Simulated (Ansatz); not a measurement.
One crystal and one scan (scan of one atom of the cell) at two levels, PBE (plane waves to 420 eV, PAW, scalar-relativistic; Ansatz, a program for electronic structure) and r2SCAN (plane waves to 500 eV, PAW, scalar-relativistic; Ansatz), each from its own relaxed cell and on its own mesh. The cell shown is that of PBE.

Starting cell, BaSnO3 (cubic perovskite):

```xyz
5
Lattice="4.1762 0.0000 0.0000 0.0000 4.1762 0.0000 0.0000 0.0000 4.1762" Properties=species:S:1:pos:R:3 pbc="T T T"
Ba     0.0000     0.0000     0.0000
Sn     2.0881     2.0881     2.0881
O      0.0000     2.0881     2.0881
O      2.0881     2.0881     0.0000
O      2.0881     0.0000     2.0881
```

In this cell atom 5 (O, nearest neighbour Sn at 2.088 Å; its periodic images, 4.2 Å or more away, move with it) is moved by s along Cartesian x, unit vector (1.000, 0.000, 0.000); all other atoms and the cell stay fixed.

Energies are smeared free energies. BaSnO3 was relaxed with its symmetry unable to fall. The PAW data are Ansatz's earlier set. Percentages come from the unrounded values.

Results of PBE:

| Property | Result |
|---|---|
| Lattice constant a (Å) | 4.176 |
| Force constant k = d²E/ds² at s = 0 (finite differences) (eV/Å²) | 2.53 |
| Shape of the curve | a single well with its minimum at or next to zero displacement |

Q: What does r2SCAN give for the same quantities?

A: 
```json
[
 {"quantity": "Lattice constant a (Å)", "r2SCAN": "4.131", "PBE − r2SCAN": "+0.045 (+1.1 %)"},
 {"quantity": "Force constant k = d²E/ds² at s = 0 (finite differences) (eV/Å²)", "r2SCAN": "3.47", "PBE − r2SCAN": "-0.94 (-27 %)"}
]
```

PBE gives the higher value for: lattice constant a. PBE gives the lower value for: force constant k = d²E/ds² at s = 0. Both give the same shape of the curve: a single well with its minimum at or next to zero displacement.

(For displaced atoms, the force is minus the slope of the energy, and its curvature is a force constant, which sets phonon frequencies.)
